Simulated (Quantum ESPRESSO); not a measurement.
Set up this calculation in Quantum ESPRESSO 7.5, as the native input.

| Property | Result |
| --- | --- |
| Task | optical spectrum |
| Functional | vdW-DF-cx |
| Potentials or basis | PseudoDojo 0.4.1 SR PBE standard |
| Cutoff | 1088 eV |
| Density cutoff | 4354 eV |
| k mesh | 4 × 4 × 4 |
| Occupations | gaussian, width 0.05 eV |
| Spin | collinear spin, ferromagnetic start |
| Starting moments | [0.5, 0.5] μB |
| Symmetry | off |
| Most SCF iterations | 120 |
| SCF threshold | 4e-10 Ry |
| Nosym | yes |
| Noinv | yes |
| Diagonalization | rmm-paro |
| Mixing ndim | 4 |
| Mixing beta | 0.7 |

Sb:

```
Sb
1.0
     2.15420    1.24373    3.75800
    -2.15420    1.24373    3.75800
     0.00000   -2.48746    3.75800
Sb
2
Direct
  0.76651 0.76651 0.76651
  0.23349 0.23349 0.23349
```

The input as run:

pw.in

```
&CONTROL
  calculation = 'scf'
  prefix = 'pwscf'
  outdir = './tmp'
  pseudo_dir = './pseudo'
  tprnfor = .true.
  tstress = .true.
  disk_io = 'low'
/
&SYSTEM
  ibrav = 0
  celldm(1) = 8
  nat = 2
  ntyp = 1
  ecutwfc = 80
  nbnd = 40
  input_dft = 'vdw-df-cx'
  occupations = 'smearing'
  smearing = 'gaussian'
  degauss = 0.00367493
  nspin = 2
  starting_magnetization(1) = 0.0333
  nosym = .true.
  noinv = .true.
/
&ELECTRONS
  conv_thr = 4d-10
  electron_maxstep = 120
  mixing_beta = 0.7
  diagonalization = 'rmm-paro'
  mixing_ndim = 4
/
ATOMIC_SPECIES
Sb   121.7600 Sb.upf
CELL_PARAMETERS alat
  0.5088560022086   0.2937881498567   0.8876988470430
 -0.5088560022086   0.2937881498567   0.8876988470430
  0.0000000000000  -0.5875762997133   0.8876988470430
ATOMIC_POSITIONS crystal
Sb     0.7665100000    0.7665100000    0.7665100000
Sb     0.2334900000    0.2334900000    0.2334900000
K_POINTS automatic
4 4 4 0 0 0
```

epsilon.in

```
&INPUTPP
  prefix = 'pwscf'
  outdir = './tmp'
  calculation = 'eps'
/
&ENERGY_GRID
  smeartype = 'gauss'
  intersmear = 0.15
  intrasmear = 0
  wmin = 0
  wmax = 25
  nw = 251
/
```

Potentials or basis: PseudoDojo 0.4.1 SR PBE standard.

The run is started by

```console
$ OMP_NUM_THREADS=1 pw.x -in pw.in > pw.out
$ OMP_NUM_THREADS=1 epsilon.x -in epsilon.in > epsilon.out
```

Results of the run:

The pressure is 0.6 GPa. The largest force is 0.075 eV/Å. The band gap on the k mesh is 0.10 eV, direct and the net moment is 0.00 μB per cell. The absolute moment is 0.00 μB per cell and the valence electrons inside the program's atomic spheres are Sb 12.70.

Caveat: the k mesh is coarse (spacing up to 0.44 Å⁻¹), so the values aren't converged; the potentials were made for another functional, which shifts forces and pressure; the program leaves the non-local potential out of the optical matrix elements, which shifts intensities by tens of percent; spectra need much finer meshes, so this one isn't converged; independent-particle spectra lack excitons; spin-orbit coupling is left out, which moves the levels of the heavy elements.

Run time: 9.3 min on 1 thread of AMD EPYC 7B13 (Zen 3) (shared host), peak memory 0.55 GiB.
